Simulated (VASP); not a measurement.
# Nb (Fm-3m) in VASP: further runs, part 3 of 4

VASP 6.6.1. The steps go on from the part before.

## 11. Single point, PBEsol

INCAR

```
SYSTEM = Nb
ALGO = Normal ; EDIFF = 1E-7
ENCUT = 520 ; GGA = PS
ISIF = 2 ; ISMEAR = -1
LASPH = .True. ; LCHARG = .False.
LREAL = .False. ; LWAVE = .False.
NBANDS = 12 ; NELM = 100
PREC = Accurate ; SIGMA = 0.05
```

KPOINTS

```
k-points
0
Gamma
  11 11 11
  0 0 0
```

POSCAR

```
Nb
1.0
    0.0000000000      2.1150000000      2.1150000000
    2.1150000000      0.0000000000      2.1150000000
    2.1150000000      2.1150000000      0.0000000000
Nb
1
Direct
    0.0000000000      0.0000000000      0.0000000000
```

Potentials or basis: VASP PAW PBE potentials, release 64 (Nb_sv).

Launch:

```console
cat potpaw_PBE.64/Nb_sv/POTCAR > POTCAR
mpirun -np 1 vasp_std > vasp.out
```

OUTCAR:

```text
SYSTEM = Nb
   EDIFF = 1E-7
   ENCUT = 520
   GGA = PS
   ISIF = 2
   ISMEAR = -1
   LASPH = .True.
   LREAL = .False.
   NELM = 100
   PREC = Accurate

 ion  position               nearest neighbor table
   1  0.000  0.000  0.000-

  LATTYP: Found a face centered cubic cell.
 ALAT       =     4.2300000000

  Lattice vectors:

 A1 = (   0.0000000000,   2.1150000000,   2.1150000000)
 A2 = (   2.1150000000,   0.0000000000,   2.1150000000)
 A3 = (   2.1150000000,   2.1150000000,   0.0000000000)

Analysis of symmetry for initial positions (statically):
=====================================================================
 Subroutine PRICEL returns:
 Original cell was already a primitive cell.

 Routine SETGRP: Setting up the symmetry group for a
 face centered cubic supercell.

 Subroutine GETGRP returns: Found 48 space group operations
 (whereof 48 operations were pure point group operations)
 out of a pool of 48 trial point group operations.

The static configuration has the point symmetry O_h .

Analysis of symmetry for dynamics (positions and initial velocities):
=====================================================================
 Subroutine PRICEL returns:
 Original cell was already a primitive cell.

 Routine SETGRP: Setting up the symmetry group for a
 face centered cubic supercell.

 Subroutine GETGRP returns: Found 48 space group operations
 (whereof 48 operations were pure point group operations)
 out of a pool of 48 trial point group operations.

The dynamic configuration has the point symmetry O_h .

 Subroutine INISYM returns: Found 48 space group operations
 (whereof 48 operations are pure point group operations),
 and found     1 'primitive' translations

----------------------------------------------------------------------------------------
[... 114 lines left out ...]
  Thomas-Fermi vector in A             =   2.562841
   LORBIT       =      0    0 simple, 1 ext, 2 COOP (PROOUT), +10 PAW based schemes
   GGA     = PS    functional components
   LHFCALC =     F    Hartree Fock is set to
   AEXX    =    0.0000 exact exchange contribution
   IVDW    =     0    specifies the selected vdW correction
   LEPSILON=     F    determine dielectric tensor
   LRPA    =     F    only Hartree local field effects (RPA)
 non-spin polarized calculation
  energy-cutoff  :      520.00
  volume of cell :       18.92
 maximum number of plane-waves:       532
   NGX = 11   NGY = 11   NGZ = 11

 number of electron      13.0000001 magnetization

 Free energy of the ion-electron system (eV)
  ---------------------------------------------------
  ext. energy  EPLUGINS =         0.00000000
  ---------------------------------------------------
  free energy    TOTEN  =       -10.59402135 eV

  energy without entropy =      -10.58220439  energy(sigma->0) =      -10.58811287

 E-fermi :  10.7418     XC(G=0): -12.3768

 val. band max:       10.7129532877   @ k =   0.3636   0.2727   0.0909
 cond. band min:      10.7560898322   @ k =  -0.1818   0.1818   0.0000
 fundamental gap:      0.0431365445
 Fermi energy:        10.7417771574

 k-point     1 :       0.0000    0.0000    0.0000
  band No.  band energies     occupation
      1     -43.9705      2.00000
      2     -19.3930      2.00000
      3     -19.3930      2.00000
      4     -19.3930      2.00000
      5       4.4890      2.00000
      6      10.8348      0.26907
      7      10.8348      0.26907
      8      10.8348      0.26907
      9      13.3989      0.00000
     10      13.3989      0.00000
     11      22.5419      0.00000
     12      27.2442      0.00000
[... 331 lines left out ...]
 k-point    24 :      -0.1818    0.1818    0.0000
  band No.  band energies     occupation
      1     -43.8459      2.00000
      2     -20.0473      2.00000
      3     -19.6658      2.00000
      4     -19.4687      2.00000
      5       7.0783      2.00000
      6       9.5358      2.00000
      7      10.7561      0.85784
      8      12.0828      0.00000
      9      12.1328      0.00000
     10      15.0404      0.00000
     11      24.0045      0.00000
     12      26.5887      0.00000

 [... further k-points ...]

------------------------ aborting loop because EDIFF is reached ----------------------------------------

  FORCE on cell =-STRESS in cart. coord.  units (eV):
  Direction    XX          YY          ZZ          XY          YZ          ZX
  --------------------------------------------------------------------------------------
  -------------------------------------------------------------------------------------
  Total       -0.9034876     -0.9034876     -0.9034876     -0.0000000      0.0000000     -0.0000000
  in kB      -76.5018030    -76.5018030    -76.5018030     -0.0000000      0.0000000     -0.0000000
  external PRESSURE =     -76.5018030 kB  Pullay stress =       0.0000000 kB

 VOLUME and BASIS-vectors are now :
 -----------------------------------------------------------------------------
  energy-cutoff  :      520.00
  volume of cell :       18.92
      direct lattice vectors                 reciprocal lattice vectors
     0.000000000  2.115000000  2.115000000    -0.236406619  0.236406619  0.236406619
     2.115000000  0.000000000  2.115000000     0.236406619 -0.236406619  0.236406619
     2.115000000  2.115000000  0.000000000     0.236406619  0.236406619 -0.236406619

 POSITION                                       TOTAL-FORCE (eV/Angst)
 -----------------------------------------------------------------------------------
      0.00000      0.00000      0.00000         0.000000      0.000000      0.000000
 -----------------------------------------------------------------------------------
    total drift:                               -0.000000     -0.000000     -0.000000

  FREE ENERGIE OF THE ION-ELECTRON SYSTEM (eV)
  ---------------------------------------------------
  free  energy   TOTEN  =       -10.5940213548 eV

  energy  without entropy=      -10.5822043852  energy(sigma->0) =      -10.58811287
```

OSZICAR:

```text
N       E                     dE             d eps       ncg     rms          rms(c)
DAV:   1     0.116113091914E+03    0.11611E+03   -0.72480E+03  1344   0.108E+03
DAV:   2    -0.624273103702E+01   -0.12236E+03   -0.11783E+03  1456   0.383E+02
DAV:   3    -0.108212554382E+02   -0.45785E+01   -0.43617E+01  1880   0.650E+01
DAV:   4    -0.111391112684E+02   -0.31786E+00   -0.31654E+00  1928   0.158E+01
DAV:   5    -0.111510021161E+02   -0.11891E-01   -0.11886E-01  1928   0.257E+00    0.678E+00
DAV:   6    -0.106534682219E+02    0.49753E+00   -0.76040E-01  2136   0.106E+01    0.234E+00
DAV:   7    -0.105908932774E+02    0.62575E-01   -0.21459E-01  2196   0.548E+00    0.995E-01
DAV:   8    -0.105939761803E+02   -0.30829E-02   -0.13064E-02  1572   0.148E+00    0.492E-02
DAV:   9    -0.105940068395E+02   -0.30659E-04   -0.85719E-04  2248   0.316E-01    0.325E-02
DAV:  10    -0.105940221597E+02   -0.15320E-04   -0.15354E-05  1652   0.475E-02    0.132E-02
DAV:  11    -0.105940213185E+02    0.84121E-06   -0.79518E-06  1868   0.450E-02    0.207E-03
DAV:  12    -0.105940213548E+02   -0.36394E-07   -0.64123E-07  1868   0.718E-03
   1 F= -.10594021E+02 E0= -.10588113E+02  d E =-.118170E-01
```

stdout:

```text
POSCAR found type information on POSCAR Nb
 POSCAR found :  1 types and       1 ions
 scaLAPACK will be used
 -----------------------------------------------------------------------------
|                                                                             |
|                                                                             |
|     You enforced a specific xc type in the INCAR file but a different       |
|     I HOPE YOU KNOW WHAT YOU ARE DOING!                                     |
|                                                                             |
 -----------------------------------------------------------------------------

 LDA part: xc-table for (Slater+PW92), standard interpolation
 POSCAR, INCAR and KPOINTS ok, starting setup
 FFT: planning ... GRIDC
 FFT: planning ... GRID_SOFT
 FFT: planning ... GRID
 WAVECAR not read
 entering main loop
```

Run time: 13 s. Hardware: 1 thread of AMD EPYC 7R43 (Zen 3), shared host; peak memory 0.11 GiB.

Results:

```
Free energy            : -10.5940 eV
Pressure               : -7.7 GPa
Band gap on the k mesh : none (metal or under the smearing width)
```

Levels at points of the mesh, in eV from the Fermi level:
| k point | band 2 | band 3 | band 4 | band 5 | band 6 | band 7 | band 8 | band 9 | band 10 | band 11 |
| --- | --- | --- | --- | --- | --- | --- | --- | --- | --- | --- |
| (0.00, 0.00, 0.00) | -30.13 | -30.13 | -30.13 | -6.25 | 0.09 | 0.09 | 0.09 | 2.66 | 2.66 | 11.80 |

Caveat: the PAW data sets were made with another functional, which shifts forces and pressure a little.

## 12. Equation of state, PBEsol, 17.79 Å³/atom (volume scaled by 0.94)

INCAR is that of step 11.

KPOINTS is that of step 11.

POSCAR

```
Nb
1.0
    0.0000000000      2.0718246199      2.0718246199
    2.0718246199      0.0000000000      2.0718246199
    2.0718246199      2.0718246199      0.0000000000
Nb
1
Direct
    0.0000000000      0.0000000000      0.0000000000
```

Potentials or basis: VASP PAW PBE potentials, release 64 (Nb_sv).

Launch:

```console
cat potpaw_PBE.64/Nb_sv/POTCAR > POTCAR
mpirun -np 1 vasp_std > vasp.out
```

Run time: 13 s. Hardware: 1 thread of AMD EPYC 7R43 (Zen 3), shared host; peak memory 0.11 GiB.

The run converged. Its results:

| Property | Result |
| --- | --- |
| Free energy | -10.6126 eV |
| Pressure | 2.7 GPa |
| Band gap on the k mesh | none (metal or under the smearing width) |

Caveat: the PAW data sets were made with another functional, which shifts forces and pressure a little.

## 13. Equation of state, PBEsol, 18.16 Å³/atom (volume scaled by 0.96)

INCAR is that of step 12.

KPOINTS is that of step 12.

POSCAR

```
Nb
1.0
    0.0000000000      2.0864154149      2.0864154149
    2.0864154149      0.0000000000      2.0864154149
    2.0864154149      2.0864154149      0.0000000000
Nb
1
Direct
    0.0000000000      0.0000000000      0.0000000000
```

Launch:

```console
cat potpaw_PBE.64/Nb_sv/POTCAR > POTCAR
mpirun -np 1 vasp_std > vasp.out
```

Run time: 13 s. Hardware: 1 thread of AMD EPYC 7R43 (Zen 3), shared host; peak memory 0.11 GiB.

Results (log left out):

| Property | Result |
| --- | --- |
| Free energy | -10.6147 eV |
| Pressure | -1.1 GPa |
| Band gap on the k mesh | none (metal or under the smearing width) |

Caveat: the PAW data sets were made with another functional, which shifts forces and pressure a little.

## 14. Equation of state, PBEsol, 18.54 Å³/atom (volume scaled by 0.98)

INCAR is that of step 13.

KPOINTS is that of step 13.

POSCAR

```
Nb
1.0
    0.0000000000      2.1008049414      2.1008049414
    2.1008049414      0.0000000000      2.1008049414
    2.1008049414      2.1008049414      0.0000000000
Nb
1
Direct
    0.0000000000      0.0000000000      0.0000000000
```

Launch:

```console
cat potpaw_PBE.64/Nb_sv/POTCAR > POTCAR
mpirun -np 1 vasp_std > vasp.out
```

Wall time 13 s (1 thread of AMD EPYC 7R43 (Zen 3), shared host); peak memory 0.11 GiB.

Results (log left out):

```
Free energy            : -10.6082 eV
Pressure               : -4.6 GPa
Band gap on the k mesh : none (metal or under the smearing width)
```

Caveat: the PAW data sets were made with another functional, which shifts forces and pressure a little.

## 15. Equation of state, PBEsol, 19.30 Å³/atom (volume scaled by 1.02)

INCAR is that of step 14.

KPOINTS is that of step 14.

POSCAR

```
Nb
1.0
    0.0000000000      2.1290070307      2.1290070307
    2.1290070307      0.0000000000      2.1290070307
    2.1290070307      2.1290070307      0.0000000000
Nb
1
Direct
    0.0000000000      0.0000000000      0.0000000000
```

Potentials or basis: VASP PAW PBE potentials, release 64 (Nb_sv).

Launch:

```console
cat potpaw_PBE.64/Nb_sv/POTCAR > POTCAR
mpirun -np 1 vasp_std > vasp.out
```

Wall time 13 s (1 thread of AMD EPYC 7R43 (Zen 3), shared host); peak memory 0.11 GiB.

Results (log left out):

```
Free energy            : -10.5729 eV
Pressure               : -10.4 GPa
Band gap on the k mesh : none (metal or under the smearing width)
```

Caveat: the PAW data sets were made with another functional, which shifts forces and pressure a little.

## 16. Equation of state, PBEsol, 19.68 Å³/atom (volume scaled by 1.04)

INCAR is that of step 15.

KPOINTS is that of step 15.

POSCAR

```
Nb
1.0
    0.0000000000      2.1428321391      2.1428321391
    2.1428321391      0.0000000000      2.1428321391
    2.1428321391      2.1428321391      0.0000000000
Nb
1
Direct
    0.0000000000      0.0000000000      0.0000000000
```

Launch:

```console
cat potpaw_PBE.64/Nb_sv/POTCAR > POTCAR
mpirun -np 1 vasp_std > vasp.out
```

It took 13 s on 1 thread of AMD EPYC 7R43 (Zen 3), shared host; peak memory 0.11 GiB.

It converged, with:

```
Free energy            : -10.5455 eV
Pressure               : -12.9 GPa
Band gap on the k mesh : none (metal or under the smearing width)
```

Caveat: the PAW data sets were made with another functional, which shifts forces and pressure a little.

## 17. Equation of state, PBEsol, 20.06 Å³/atom (volume scaled by 1.06)

INCAR is that of step 16.

KPOINTS is that of step 16.

POSCAR

```
Nb
1.0
    0.0000000000      2.1564811194      2.1564811194
    2.1564811194      0.0000000000      2.1564811194
    2.1564811194      2.1564811194      0.0000000000
Nb
1
Direct
    0.0000000000      0.0000000000      0.0000000000
```

Launch:

```console
cat potpaw_PBE.64/Nb_sv/POTCAR > POTCAR
mpirun -np 1 vasp_std > vasp.out
```

It took 13 s on 1 thread of AMD EPYC 7R43 (Zen 3), shared host; peak memory 0.11 GiB.

It converged, with:

* Free energy: -10.5124 eV
* Pressure: -15.2 GPa
* Band gap on the k mesh: none (metal or under the smearing width)

Caveat: the PAW data sets were made with another functional, which shifts forces and pressure a little.

(Continued in part 4 of 4.)
